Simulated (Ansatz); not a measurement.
Ga:

```
Ga
1.0
     2.77842    0.00000    0.00000
     0.00000    3.28161    0.00000
    -1.34343    0.00000    3.99027
Ga
2
Direct
  0.13460 0.75000 0.77017
  0.86540 0.25000 0.22983
```

This isn't the form of Ga at room conditions, which is orthorhombic.

```yaml
Program: Ansatz 0.2.0
Task: relaxation of cell and atoms
Functional: PBEsol0
Potentials_or_basis: Ansatz PAW
Cutoff: "420 eV (not typed: the program's choice for these potentials)"
k_mesh: 5 × 4 × 4
Occupations: fermi-dirac, width 0.05 eV
Spin: no spin polarisation
```

At the start: volume 18.19 Å³/atom.

Question: How do energy, volume and symmetry change on relaxing?

Answer: It ends after 10 steps and the volume is 17.91 Å³/atom (-1.5 %); space group P2_1/m (No. 11, to 0.05 Å).

The path:
```tsv
step	energy change (eV)	largest force (eV/Å)	volume (Å³)
1	0.0000	0.0430	36.38
2	-0.0094	0.0760	35.97
3	-0.0247	0.0312	35.99
4	-0.0251	0.0263	35.86
5	-0.0254	0.0203	35.77
6	-0.0256	0.0144	35.75
7	-0.0257	0.0015	35.77
8	-0.0257	0.0052	35.83
9	-0.0257	0.0005	35.83
10	-0.0254	0.0005	35.83
```

Final structure:
```
Ga
1.0
     2.77439    0.00000   -0.00380
     0.00000    3.33976    0.00000
    -1.34693    0.00000    3.86827
Ga
2
Direct
  0.14510 0.75000 0.77113
  0.85490 0.25000 0.22887
```

Caveat: the k mesh is coarse (spacing up to 0.48 Å⁻¹), so the values aren't converged, least of all with exact exchange; the plane-wave basis is chosen anew once the cell has moved, so the energies of steps on either side of that aren't comparable; the PAW data sets come from PBE, with cores solved anew for the run's functional, which leaves a small shift of forces and pressure.
